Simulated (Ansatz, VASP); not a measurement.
# ZnS: VASP beside Ansatz

```xyz
12
Lattice="6.7002 0.0000 0.0000 0.0000 6.7002 0.0000 0.0000 0.0000 6.7002" Properties=species:S:1:pos:R:3 pbc="T T T"
Zn    3.3501    0.0000    5.0252
Zn    5.0252    3.3501    0.0000
Zn    0.0000    5.0252    3.3501
Zn    3.3501    0.0000    1.6751
Zn    1.6751    3.3501    0.0000
Zn    0.0000    1.6751    3.3501
S     0.0000    3.3501    5.0252
S     5.0252    0.0000    3.3501
S     3.3501    5.0252    0.0000
S     0.0000    3.3501    1.6751
S     1.6751    0.0000    3.3501
S     3.3501    1.6751    0.0000
```

Alike in both runs: functional PBE; k mesh 4 × 4 × 4; occupations gaussian, width 0.02 eV; no spin polarisation.

Ansatz relaxed the structure, and its values are those at the end. VASP's run is a single point on that final structure, the one shown.

|  | VASP | Ansatz |
| --- | --- | --- |
| version | VASP 6.6.1 | Ansatz 0.2.0 |
| potentials or method | VASP PAW PBE potentials, release 64 (Zn, S) | scalar-relativistic, plane waves, PAW |
| plane-wave cutoff (eV) | 520 | 420 |
| valence electrons in the cell | 108 | 108 |

Ansatz gave:

```
gap on the k mesh at the Fermi level (eV) : 1.99
least direct gap on the mesh (eV)         : 1.99
pressure (GPa)                            : 0.0
```

What did VASP give for the same quantities?

gap on the k mesh at the Fermi level (eV): 1.99; least direct gap on the mesh (eV): 1.99; pressure (GPa): 0.1.

Ansatz warned: «xc_potential_rough_in_thin_density».
